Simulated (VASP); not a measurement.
A run of VASP 6.6.1 is set up as follows.

Contents of INCAR:

```
ALGO = Normal ; EDIFF = 1E-7
EDIFFG = -0.005 ; ENCUT = 600
IBRION = 2 ; ISIF = 3
ISMEAR = -1 ; LASPH = T
LCHARG = F ; LMIXTAU = T
LREAL = F ; LWAVE = F
METAGGA = SCAN ; NELM = 80
NSW = 40 ; PREC = Accurate
SIGMA = 0.05
```

File KPOINTS:

```
k-points
0
Gamma
  10 10 10
```

The input POSCAR:

```
HfB
1.0
    0.0000000000      2.3100000000      2.3100000000
    2.3100000000      0.0000000000      2.3100000000
    2.3100000000      2.3100000000      0.0000000000
Hf B
1 1
Direct
    0.5000000000      0.5000000000      0.5000000000
    0.0000000000      0.0000000000      0.0000000000
```

Potentials or basis: VASP PAW PBE potentials, release 64 (Hf_pv, B).

Run with:

```bash
$ cat potpaw_PBE.64/Hf_pv/POTCAR potpaw_PBE.64/B/POTCAR > POTCAR
$ mpirun -np 1 vasp_std > vasp.out
```

Task: What does it give for the band gap on the k mesh?

Result: None (metal or under the smearing width).

Task: Estimate the relaxed cell.

Result: a = 3.393 Å, b = 3.393 Å, c = 3.393 Å, α = 60.00°, β = 60.00°, γ = 60.00°.

Task: Predict the space group after relaxing (to 0.05 Å).

Result: Fm-3m (No. 225).

The path:
| step | energy change (eV) | largest force (eV/Å) | pressure (GPa) | volume (Å³) |
| --- | --- | --- | --- | --- |
| 1 | 0.0000 | 0.0000 | 25.43 | 24.65 |
| 2 | 0.1356 | 0.0000 | -21.10 | 32.31 |
| 3 | -0.2150 | 0.0000 | -0.72 | 27.73 |
| 4 | -0.2152 | 0.0000 | -0.08 | 27.63 |
| 5 | -0.2152 | 0.0000 | 0.32 | 27.57 |
| 6 | -0.2152 | 0.0000 | 0.31 | 27.57 |
| 7 | -0.2152 | 0.0000 | 0.28 | 27.58 |
| 8 | -0.2152 | 0.0000 | 0.29 | 27.58 |
| 9 | -0.2152 | 0.0000 | 0.29 | 27.58 |
| 10 | -0.2152 | 0.0000 | 0.29 | 27.58 |
| 11 | -0.2152 | 0.0000 | 0.28 | 27.58 |
| 12 | -0.2152 | 0.0000 | 0.27 | 27.58 |
| 13 | -0.2152 | 0.0000 | 0.26 | 27.58 |
| 14 | -0.2152 | 0.0000 | 0.24 | 27.58 |
| 15 | -0.2152 | 0.0000 | 0.19 | 27.59 |
| 16 | -0.2152 | 0.0000 | 0.10 | 27.60 |
| 17 | -0.2152 | 0.0000 | -0.08 | 27.63 |
| 18 | -0.2152 | 0.0000 | 0.00 | 27.62 |

Caveat: the PAW data sets were made with another functional, which shifts forces and pressure a little. Spin-orbit coupling is left out, which matters for the levels of Hf.
